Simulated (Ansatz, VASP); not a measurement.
One calculation of Pd, two programs

File INCAR:

```
  PREC = Accurate
  ENCUT = 520
  EDIFF = 1E-7
  ISMEAR = 0
  SIGMA = 0.1
  LREAL = F
  LASPH = T
  NELM = 60
  ALGO = Normal
  ISIF = 2
  LWAVE = F
  LCHARG = T
  GGA = PE
  LELF = T
  LVHAR = T
  NBANDS = 11
```

Contents of KPOINTS:

```
regular mesh
0
Gamma
  18 18 18
```

POSCAR

```
Pd
1.0
   -1.5858812306      1.4915443706      1.4915443706
    1.5858812306     -1.4915443706      1.4915443706
    1.5858812306      1.4915443706     -1.4915443706
Pd
1
Direct
    0.0000000000      0.0000000000      0.0000000000
```

Input for Ansatz:

```yaml
crystal:
  lattice:
    - [-1.5858812306, 1.4915443706, 1.4915443706]
    - [1.5858812306, -1.4915443706, 1.4915443706]
    - [1.5858812306, 1.4915443706, -1.4915443706]
  atoms:
    - { symbol: Pd, position: [0.0, 0.0, 0.0] }
basis:
  ecutwfc: 420
kpoints:
  mp_grid: { grid: [18, 18, 18] }
hamiltonian:
  xc: pbe
scf:
  occupations: { method: gaussian, width: 0.1 }
output:
  forces: true
  stress: true
  eigenvalues: true
```

Alike in both runs: task single point; functional PBE; k mesh 18 × 18 × 18; occupations gaussian, width 0.1 eV; no spin polarisation.

|  | VASP | Ansatz |
| --- | --- | --- |
| version | VASP 6.6.1 | Ansatz 0.2.0 |
| potentials or method | VASP PAW PBE potentials, release 64 (Pd) | scalar-relativistic, plane waves, PAW |
| plane-wave cutoff (eV) | 520 | 420 |
| valence electrons in the cell | 10 | 18 |

```csv
,VASP,Ansatz,Ansatz less VASP
gap on the k mesh at the Fermi level (eV),none,none,-
pressure (GPa),18.4,18.8,+0.47
largest component of the traceless stress (GPa),1.21,1.24,+0.024
```

A gap of «none» marks a metal or a gap that the smearing closes. The two sets of potentials don't hold the same shells in valence.

Caveats: so large a pressure means that the cell lies far from this level's equilibrium, or that cutoff or potentials fall short (VASP).
